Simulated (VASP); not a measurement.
LiNbO3:

```
Li Nb O
1.0
     2.57580    1.48714    4.62300
    -2.57580    1.48714    4.62300
     0.00000   -2.97428    4.62300
Li Nb O
2 2 6
Direct
  0.28150 0.28150 0.28150
  0.78150 0.78150 0.78150
  0.00006 0.00006 0.00006
  0.50006 0.50006 0.50006
  0.11231 0.35836 0.71959
  0.71959 0.11231 0.35836
  0.35836 0.71959 0.11231
  0.21959 0.85836 0.61231
  0.85836 0.61231 0.21959
  0.61231 0.21959 0.85836
```

* Program: VASP 6.6.1
* Task: relaxation of cell and atoms
* Functional: LDA
* Potentials or basis: VASP PAW LDA potentials, release 64 (Li_sv, Nb_sv, O)
* Cutoff: 600 eV
* k mesh: 6 × 6 × 6
* Occupations: gaussian, width 0.03 eV
* Spin: no spin polarisation

At the start: pressure -5.8 GPa; volume 10.63 Å³/atom.

Where does the relaxation end?

Over 15 steps the energy falls by 9.9 meV/atom and the volume is 10.13 Å³/atom (-4.7 %); space group R3c (No. 161, to 0.05 Å).

Step by step:
```
step  energy change (eV)  largest force (eV/Å)  pressure (GPa)  volume (Å³)
   1              0.0000                0.2353           -5.83       106.25
   2             -0.0044                0.7167            6.80       100.41
   3             -0.0590                0.4233            0.25       103.22
   4             -0.0851                0.1492            0.20       102.15
   5             -0.0851                0.1511            0.21       102.11
   6             -0.0901                0.1011           -0.48       102.21
   7             -0.0924                0.0682           -1.43       102.34
   8             -0.0947                0.0452           -1.12       102.13
   9             -0.0976                0.0573           -0.17       101.51
  10             -0.0980                0.0469           -0.09       101.44
  11             -0.0986                0.0194            0.12       101.24
  12             -0.0987                0.0154            0.17       101.19
  13             -0.0987                0.0170           -0.01       101.25
  14             -0.0987                0.0177           -0.04       101.26
  15             -0.0988                0.0095           -0.04       101.26
```

Final structure:
```
Li Nb O
1.0
     2.53240    1.46208    4.55812
    -2.53240    1.46208    4.55812
     0.00000   -2.92417    4.55812
Li Nb O
2 2 6
Direct
  0.28176 0.28176 0.28176
  0.78176 0.78176 0.78176
  0.99817 0.99817 0.99817
  0.49817 0.49817 0.49817
  0.10642 0.36723 0.71823
  0.71823 0.10642 0.36723
  0.36723 0.71823 0.10642
  0.21823 0.86723 0.60642
  0.86723 0.60642 0.21823
  0.60642 0.21823 0.86723
```

Caveat: the cutoff is under 1.25 times the usual one of these potentials, so pressure, stress and relaxed cells hold a basis-set (Pulay) error.
